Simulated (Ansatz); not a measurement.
## Zone-centre phonons of BN at 16 GPa: input and output

These are results of DFT PBE+D3(BJ), scalar-relativistic, plane waves, PAW (Ansatz), not measurements.

Launched with:
```bash
ansatz run input.yaml --threads 1 --pin off --max-ram 3072MiB --backend cpu --events-out ev --progress --plain --runs-dir out
```

Input (bare energies are in eV):
```yaml
crystal:
  lattice:
    - [1.2384954568, 0.7150456854, 2.7182116809]
    - [-1.2384954568, 0.7150456854, 2.7182116809]
    - [0.0, -1.4300913708, 2.7182116809]
  atoms:
    - { symbol: B, position: [1.0010547317, 1.0010547317, 1.0010547317] }
    - { symbol: "N", position: [0.3313782683, 0.3313782683, 0.3313782683] }
basis:
  ecutwfc: 420
kpoints:
  mp_grid: { grid: [12, 12, 12] }
hamiltonian:
  xc: pbe
  dispersion: d3bj
scf:
  occupations: { method: fixed }
output:
  eigenvalues: true
phonons:
  method: dfpt
  dielectric: true
  rigid_motions: translations
  eigenvectors: true
```

The end of the output:
```
--- Phonons (Γ-DFPT): 4 representative perturbations + reference, on 476 of 1728 k-points (Σ response iterations 12) ---
  k mesh reduced under 2 symmetry operations, with k and −k counted as one. Each operation leaves every solved perturbation unchanged. A smaller set is not considered because the run solves the response ...
  ASR residual: 1.326e-4 → 0.000e0 eV/Å²; symmetrization residual: 4.300e-6 eV/Å²
  pairwise dispersion correction: d3bj (s6 = 1.0, s8 = 0.7875, a1 = 0.4289, a2_bohr = 4.4407), with the weights of each atom's references fixed at the reference crystal's, and the forces and stress that the weights' published response gives ...
  ASR residual per site (eV/Å²): 4.91e-5 1.33e-4
  Γ frequencies (cm⁻¹): 0.00 0.00 0.00 666.16 1419.68 1419.68
  ε∞ (high-frequency dielectric tensor):
        5.400557     0.000000     0.000000
        0.000000     5.400557    -0.000000
        0.000000    -0.000000     3.803243
  ε⁰ (static dielectric tensor: ions relaxed, cell fixed):
        7.356808     0.000000     0.000000
        0.000000     7.356808    -0.000000
        0.000000    -0.000000     5.642251
  ε⁰ − ε∞ (ionic part):
        1.956250     0.000000     0.000000
        0.000000     1.956250    -0.000000
        0.000000    -0.000000     1.839008
  softest optical mode at Γ: 666.16 cm⁻¹; the repairs (sum rule, projections) moved no ω² at Γ by more than (1.80 cm⁻¹)²
  Born effective charges Z* (e; rows j = field, columns β = displacement):
    site 0:
         2.65726    0.00000    0.00000
         0.00000    2.65726   -0.00000
         0.00000   -0.00000    1.20894
    site 1:
        -2.65726   -0.00000   -0.00000
        -0.00000   -2.65726    0.00000
        -0.00000    0.00000   -1.20894
  Z* charge neutrality: 1.292e-5 e pre-enforcement
  k-mesh period / interband length: 29.7 Å / 1.35 Å = 21.99 at k = (0.0000, -0.5000, -0.5000), direct gap 5.642 eV — 14 or more, which is no proof of convergence
  optical modes at Γ without the LO–TO term, one row a degenerate level:
      ω (cm⁻¹) modes IR ((D/Å)²/amu)
        666.16      1             5.5265
       1419.68      2            53.3998
  optical modes at Γ + LO–TO along q̂ = [1.0000, 0.0000, 0.0000]:
      ω (cm⁻¹) modes IR ((D/Å)²/amu)
        666.16      1             5.5265
       1419.68      1            26.6999
       1656.98      1            26.6999
  optical modes at Γ + LO–TO along q̂ = [0.0000, 1.0000, 0.0000]:
      ω (cm⁻¹) modes IR ((D/Å)²/amu)
        666.16      1             5.5265
       1419.68      1            26.6999
       1656.98      1            26.6999
  optical modes at Γ + LO–TO along q̂ = [0.0000, 0.0000, 1.0000]:
      ω (cm⁻¹) modes IR ((D/Å)²/amu)
        811.39      1             5.5265
       1419.68      2            53.3998
```

It took 21 s on 1 thread of Intel(R) Xeon(R) 6975P-C (Granite Rapids), on a shared host, peak memory 0.54 GiB.

This form isn't the usual stable structure of the compound at low pressure.